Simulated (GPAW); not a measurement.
**Input and output of a self-consistent single point for CsCl (Pm-3m, 2 atoms in the cell) (GPAW)**

Method: PBE, GPAW PAW datasets PBE (gpaw-data 1.0.1) (plane waves; GPAW).

This input was run:

```python
from ase import Atoms
from ase.units import GPa
from gpaw import GPAW

atoms = Atoms(['Cs', 'Cl'],
              cell=[[4.135827, 0.000000, 0.000000],
                    [0.000000, 4.135827, 0.000000],
                    [0.000000, 0.000000, 4.135827]],
              scaled_positions=[[0.000000, 0.000000, 0.000000],
                                [0.500000, 0.500000, 0.500000]],
              pbc=True)

calc = GPAW(mode={'name': 'pw', 'ecut': 600},
            xc='PBE',
            kpts={'size': (6, 6, 6), 'gamma': True},
            occupations={'name': 'fixed-uniform'},
            nbands=-8,
            convergence={'bands': -6},
            symmetry={'symmorphic': False, 'tolerance': 0.0005},
            maxiter=120,
            txt='-')

atoms.calc = calc

energy = atoms.get_potential_energy()
print('Energy (eV):', round(energy, 6))
forces = atoms.get_forces()
print('Forces (eV/Ang):')
print(forces.round(5))
stress = atoms.get_stress()
print('Stress (GPa, Voigt):', (stress / GPa).round(4))
```

Output (repeated stretches shortened):

```
Input parameters:
  convergence: {bands: -6}
  kpts: {gamma: True,
         size: (6, 6, 6)}
  maxiter: 120
  mode: {ecut: 600,
         name: pw}
  nbands: -8
  occupations: {name: fixed-uniform}
  symmetry: {symmorphic: False,
             tolerance: 0.0005}
  xc: PBE

species:
  Cs:
    name: Caesium
    Z: 55.0
    valence: 9
    core: 46
    charge: 0.0
    file: Cs.PBE.gz

    # Using partial waves for Cs as LCAO basis

  Cl:
    name: Chlorine
    Z: 17.0
    valence: 7
    core: 10
    charge: 0.0
    file: Cl.PBE.gz

    # Using partial waves for Cl as LCAO basis

Reference energy: -224355.025882  # eV

Spin-paired calculation

Convergence criteria:
 Maximum [total energy] change in last 3 cyles: 0.0005 eV / valence electron
 Maximum integral of absolute [dens]ity change: 0.0001 electrons / valence electron
 Maximum integral of absolute [eigenst]ate change: 4e-08 eV^2 / valence electron
 Maximum number of scf [iter]ations: 120

Symmetries present (total): 48
Symmetries with fractional translations: 0
216 k-points: 6 x 6 x 6 Monkhorst-Pack grid + [1/12,1/12,1/12]
20 k-points in the irreducible part of the Brillouin zone
       k-points in crystal coordinates                weights
   0:     0.00000000    0.00000000    0.00000000          1/216
   1:     0.16666667    0.00000000    0.00000000          6/216
   2:     0.16666667    0.16666667    0.00000000         12/216
   [... 7 lines left out ...]
          ...
  19:     0.50000000    0.50000000    0.50000000          1/216

Wave functions: Plane wave expansion
  Cutoff energy: 600.000 eV
  Number of coefficients (min, max): 2320, 2378
  Pulay-stress correction: 0.000000 eV/Ang^3 (de/decut=0.000000)

Occupation numbers: # Uniform distribution of occupation numbers

Eigensolver

Densities:
  Coarse grid: 24*24*24 grid
  Fine grid: 48*48*48 grid
  Total Charge: 0.000000

Density mixing:
  Method: separate
  Backend: pulay
  Linear mixing parameter: 0.05
  old densities: 5
  Damping of long wavelength oscillations: 50

Hamiltonian:
  XC and Coulomb potentials evaluated on a 48*48*48 grid
  External potential:
    NoExternalPotential

XC parameters: PBE with 2 nearest neighbor stencil

Number of atoms: 2
Number of atomic orbitals: 9
Number of bands in calculation: 16
Number of valence electrons: 16
Bands to converge: 10

Density initialized from atomic densities
  9 bands from LCAO basis set
  7 bands from random numbers

Atomic positions and initial magnetic moments

Positions:
   0 Cs     0.000000    0.000000    0.000000    ( 0.0000,  0.0000,  0.0000)
   1 Cl     2.067913    2.067913    2.067913    ( 0.0000,  0.0000,  0.0000)

Unit cell:
           periodic     x           y           z      points  spacing
  1. axis:    yes    4.135827    0.000000    0.000000    24     0.1723
  2. axis:    yes    0.000000    4.135827    0.000000    24     0.1723
  3. axis:    yes    0.000000    0.000000    4.135827    24     0.1723

  Lengths:   4.135827   4.135827   4.135827
  Angles:   90.000000  90.000000  90.000000

Effective grid spacing dv^(1/3) = 0.1723

     iter     time        total  log10-change:
                         energy   eigst   dens
iter:   1 --:--:--    -6.939104   +1.21
iter:   2 --:--:--    -6.855988   -0.14  -1.20
iter:   3 --:--:--    -6.512959   -0.78  -1.24
iter:   4 --:--:--    -6.518139   -1.84  -1.55
iter:   5 --:--:--    -6.494867   -2.36  -1.58
iter:   6 --:--:--    -6.492205   -3.08  -2.12
iter:   7 --:--:--    -6.493123c  -3.72  -2.21
iter:   8 --:--:--    -6.492774c  -4.40  -2.66
iter:   9 --:--:--    -6.492687c  -5.13  -2.87
iter:  10 --:--:--    -6.492714c  -5.39  -2.86
iter:  11 --:--:--    -6.492716c  -5.65  -3.26
iter:  12 --:--:--    -6.492716c  -7.04  -4.28c
iter:  13 --:--:--    -6.492716c  -8.10c -4.26c

Converged after 13 iterations.

Dipole moment: (-0.000000, -0.000000, -0.000000) |e|*Ang

Energy contributions relative to reference atoms: (reference = -224355.025882)

Kinetic:         +7.460235
Potential:       -6.757877
External:        +0.000000
XC:              -7.185776
Entropy (-ST):   +0.000000
Local:           -0.009297
SIC:             +0.000000
--------------------------
Free energy:     -6.492716
Extrapolated:    -6.492716

Showing only first 2 kpts
 Kpt  Band  Eigenvalues  Occupancy
  0     6      2.25651    2.00000
  0     7      2.25651    2.00000
  0     8      7.48374    0.00000
  0     9      7.66138    0.00000

  1     6      2.20219    2.00000
  1     7      2.20219    2.00000
  1     8      7.84377    0.00000
  1     9      8.08188    0.00000

Fermi level: 4.87013

Gap: 5.227 eV
Transition (v -> c):
  (s=0, k=0, n=7, [0.00, 0.00, 0.00]) -> (s=0, k=0, n=8, [0.00, 0.00, 0.00])
No difference between direct/indirect transitions
Energy (eV): -6.492716

Forces in eV/Ang:
  0 Cs   -0.00000   -0.00000    0.00000
  1 Cl    0.00000    0.00000    0.00000

Stress tensor:
    -0.005238     0.000000     0.000000
     0.000000    -0.005238     0.000000
     0.000000     0.000000    -0.005238
Stress (GPa, Voigt): [-0.8393 -0.8393 -0.8393  0.      0.      0.    ]
```

The run converged in 13 iterations. GPAW prints stress with tension positive.

The starting cell comes from a database of computed structures (which also holds hypothetical and non-ambient phases and stackings), without a prior relaxation at this level. Its lattice was rescaled by a random factor within 2.5 % of one.
